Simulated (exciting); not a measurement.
# Be: single point with PBEsol

Crystal: Be.

```xyz
1
Lattice="-1.2531 1.2531 1.2531 1.2531 -1.2531 1.2531 1.2531 1.2531 -1.2531" Properties=species:S:1:pos:R:3 pbc="T T T"
Be    0.0000    0.0000    0.0000
```

This isn't the form of Be at room conditions, which is hcp.

```
Program             : exciting (release sodium)
Task                : single point
Functional          : PBEsol
Potentials or basis : all-electron LAPW+lo, shipped species files, valence relativity iora*
rgkmax              : 7
k mesh              : 15 × 15 × 15
Occupations         : fermi-dirac, width 0.05 eV
Spin                : no spin polarisation
```

```yaml
Band_gap_on_the_k_mesh: none (metal or under the smearing width)
All_electrons_inside_the_program's_atomic_spheres: Be 2.44 (radii Be 1.45 bohr)
```

Levels at points of the mesh, in eV from the Fermi level:
```csv
k point,band 1,band 2,band 3,band 4,band 5
"(0.00, 0.00, 0.00)",-12.13,19.47,19.47,19.47,30.78
```

Run time: 14 s on 1 thread of Arm Neoverse V2 (shared host), peak memory 0.09 GiB.

Caveat: the log's total energy holds no entropy term; the free energy is that total less TS from the occupations.
